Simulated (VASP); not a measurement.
**Si: relaxation of cell and atoms with LDA**

Crystal: Si.

```
Si
1.0
     3.80354    0.00000    0.00000
    -1.90177    3.29396    0.00000
     0.00000    0.00000    6.28840
Si
4
Direct
  0.33333 0.66667 0.06294
  0.66667 0.33333 0.56294
  0.33333 0.66667 0.43706
  0.66667 0.33333 0.93706
```

This isn't the form of Si at room conditions, which is diamond.

- Program: VASP 6.6.1
- Task: relaxation of cell and atoms
- Functional: LDA
- Potentials or basis: VASP PAW LDA potentials, release 64 (Si)
- Cutoff: 600 eV
- k mesh: 9 × 9 × 4
- Occupations: gaussian, width 0.03 eV
- Spin: no spin polarisation
- Further INCAR settings: ALGO = Normal; EDIFF = 1e-07; IBRION = 2; EDIFFG = -0.005; NSW = 90; ISIF = 3

| Property | Result |
| --- | --- |
| Energy gained by relaxing | 0.0 meV/atom |
| Ionic steps | 2 |
| Pressure after relaxing | 0.0 GPa |
| Band gap on the k mesh | 0.31 eV, indirect (least direct gap 0.99 eV) |

Forces on the atoms (eV/Å):
```
Si   0.000  0.000 -0.003
Si   0.000  0.000 -0.003
Si   0.000  0.000  0.003
Si   0.000  0.000  0.003
```

Final structure:
```
Si
1.0
     3.80353    0.00000    0.00000
    -1.90176    3.29395    0.00000
     0.00000    0.00000    6.28807
Si
4
Direct
  0.33333 0.66667 0.06300
  0.66667 0.33333 0.56300
  0.33333 0.66667 0.43700
  0.66667 0.33333 0.93700
```

Levels at points of the mesh, in eV from the valence-band top:
```csv
k point,band 6,band 7,band 8,band 9,band 10,band 11
"(0.00, 0.00, 0.00)",-0.36,0.00,0.00,0.99,1.95,1.95
"(0.00, 0.00, 0.50)",-0.95,-0.95,-0.95,1.77,1.77,2.93
```

Wall time 8.9 s on 2 MPI ranks on Intel(R) Xeon(R) 6975P-C (Granite Rapids), with other jobs on the host, peak memory 0.17 GiB a rank.

Caveat: an odd mesh through Γ misses points on the zone boundary, where band edges often lie.
